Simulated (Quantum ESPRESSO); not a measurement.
# In under changes of volume

One of the cells (26.419 Å³/atom); the others are scaled copies at fixed shape and fractional positions:

```xyz
3
Lattice="1.6696 0.9640 8.2075 -1.6696 0.9640 8.2075 0.0000 -1.9279 8.2075" Properties=species:S:1:pos:R:3 pbc="T T T"
In    0.0000    0.0000    5.4659
In    0.0000    0.0000   19.1565
In    0.0000    0.0000    0.0000
```

This isn't the form of In at room conditions, which is tetragonal.

- Program: Quantum ESPRESSO 7.5
- Functional: LDA
- Potentials or basis: GBRV 1.5 LDA
- Cutoff: 762 eV
- Density cutoff: 6095 eV
- k mesh: 9 × 9 × 9
- Occupations: fermi-dirac, width 0.05 eV
- Spin: no spin polarisation

```csv
volume (Å³/atom),energy over the lowest point (meV/atom),pressure (GPa),largest force (eV/Å)
24.834,0.00,-0.4,0.014
25.363,2.15,-1.4,0.021
25.891,7.24,-2.2,0.028
26.419,14.91,-2.9,0.034
26.948,24.86,-3.5,0.039
27.476,?,?,?
28.005,50.47,-4.6,0.049
```

Problem. What does the run at 27.476 Å³/atom give?

Solution. Energy over the lowest point 36.78 meV/atom; pressure -4.1 GPa; largest force 0.044 eV/Å.

Worked out: A Birch-Murnaghan fit of order 3 (a polynomial in V^(-2/3)) to the other rows has its minimum at 24.75 Å³/atom, just outside them, with B0 = V·E''(V) = 49 GPa and B' = 5.1 at fixed shape and positions, which overstates the stiffness. It gives 36.78 meV/atom at 27.476 Å³/atom, against the run's 36.78, and -dE/dV = -3.9 GPa, against -4.1.

Energies are extrapolated to zero smearing.
